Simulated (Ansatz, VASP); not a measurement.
**Na: VASP beside Ansatz**

File INCAR:

```
PREC = Accurate ; ENCUT = 520
EDIFF = 1E-7 ; ISMEAR = -1
SIGMA = 0.05 ; LREAL = F
LASPH = T ; NELM = 60
ALGO = Normal ; ISIF = 2
LWAVE = F ; LCHARG = F
GGA = PE ; NBANDS = 14
```

The input KPOINTS:

```
Automatic mesh
0
Gamma
  8 8 5
```

File POSCAR:

```
Na
1.0
    3.7919477469      0.0000000000      0.0000000000
   -1.8959738735      3.2839230787      0.0000000000
    0.0000000000      0.0000000000      6.1947561546
Na
2
Direct
    0.6666666667      0.3333333333      0.7500000000
    0.3333333333      0.6666666667      0.2500000000
```

Contents of input.yaml:

```yaml
crystal:
  lattice:
    - [3.7919477469, 0.0, 0.0]
    - [-1.8959738735, 3.2839230787, 0.0]
    - [0.0, 0.0, 6.1947561546]
  atoms:
    - { symbol: Na, position: [0.6666666667, 0.3333333333, 0.75] }
    - { symbol: Na, position: [0.3333333333, 0.6666666667, 0.25] }
hamiltonian:
  xc: pbe
  pseudopotentials: { kind: paw }
kpoints:
  mp_grid: { grid: [8, 8, 5] }
scf:
  occupations: { method: fermi_dirac, width: 0.05 }
output:
  forces: true
  stress: true
  eigenvalues: true
  write_density: true
  write_potential: true
  elf: true
  volumetric_format: npy
```

Change from the starting cell: volume scaled by 1.02.

Alike in both runs: task single point; functional PBE; k mesh 8 × 8 × 5; occupations fermi-dirac, width 0.05 eV; no spin polarisation.

```csv
,VASP,Ansatz
version,VASP 6.6.1,Ansatz 0.2.0
potentials or method,"VASP PAW PBE potentials, release 64 (Na_pv)",Ansatz PAW
plane-wave cutoff (eV),520,420
valence electrons in the cell,14,18
```

```csv
,VASP,Ansatz,Ansatz less VASP
gap on the k mesh at the Fermi level (eV),none,none,-
pressure (GPa),-0.3,-0.3,0.00
largest component of the traceless stress (GPa),0.15,0.15,+0.001
```

A gap of «none» marks a metal or a gap that the smearing closes. The two sets of potentials don't hold the same shells in valence.
